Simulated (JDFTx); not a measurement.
Sn, 1 atom in the cell. The typed cell holds 1 atom: a = 3.269 Å, b = 3.303 Å, c = 3.287 Å, α = 110.00°, β = 108.91°, γ = 109.87°. This isn't the form of Sn at room conditions, which is tetragonal (white tin). The cell isn't the ideal one: cell sheared at random, sigma 0.01, atoms nudged by 0.01 Å.

```yaml
Program: JDFTx 1.7.0 (patched build)
Task: single point
Functional: LDA
Potentials_or_basis: PseudoDojo-SR-PBE-0.5-standard with smoothed tails
Cutoff: 980 eV
Density_cutoff: 3918 eV
k_mesh: 5 × 5 × 5
Occupations: fermi-dirac, width 0.05 eV
Spin: no spin polarisation
Local_potential_set_to_-Z/r_beyond: 6 bohr
Bands: 20
Density_cutoff_over_wavefunction_cutoff: 4
Max_SCF_steps: 100
SCF_threshold_on_the_energy: 1e-09 Ha
Solver_of_the_electrons: scf
Further_solve_for_the_empty_bands: yes
```

Potentials or basis: PseudoDojo-SR-PBE-0.5-standard with smoothed tails.

Run with:

```bash
$ jdftx -c 1 -i Sn.in -o Sn.out
```

Hardware: 1 thread of Arm Neoverse V2, with other jobs on the host.

Q: How long does it take, and how much memory?

A: Run time: 61 s on 1 thread of Arm Neoverse V2 (shared host), peak memory 0.11 GiB. Counts: scf iterations 9, bands 20, k points 63, plane waves 1893.
